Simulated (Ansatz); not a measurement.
Crystal: Ba.

```
CELL_PARAMETERS angstrom
3.59177 -2.51690 0.00000
3.59177 2.51690 0.00000
0.00000 0.00000 7.19005
ATOMIC_POSITIONS crystal
Ba 0.25323 0.74677 0.75000
Ba 0.74677 0.25323 0.25000
```

| Property | Result |
| --- | --- |
| Program | Ansatz 0.2.0 |
| Task | single point |
| Functional | PBE |
| Potentials or basis | Ansatz PAW |
| Cutoff | 420 eV (not typed: the program's choice for these potentials) |
| k mesh | 7 × 7 × 4 |
| Occupations | fermi-dirac, width 0.05 eV |
| Spin | no spin polarisation |

On this cell: pressure -0.2 GPa; largest force 0.022 eV/Å; band gap on the k mesh none (metal or under the smearing width).

The same run follows on a disturbed copy (atoms moved at random, drawn with an rms of 0.05 Å):

```
Ba
1.0
     3.59177   -2.51690    0.00000
     3.59177    2.51690    0.00000
     0.00000    0.00000    7.19005
Ba
2
Direct
  0.25196 0.75438 0.74864
  0.75633 0.25215 0.25098
```

Question: What changes?

Answer: The energy (extrapolated to zero smearing) moves by -0.0 meV/atom; pressure -0.2 GPa; largest force 0.024 eV/Å; band gap on the k mesh none (metal or under the smearing width).

Forces on the atoms (eV/Å):
```
Ba   0.001 -0.011  0.022
Ba  -0.001  0.011 -0.022
```
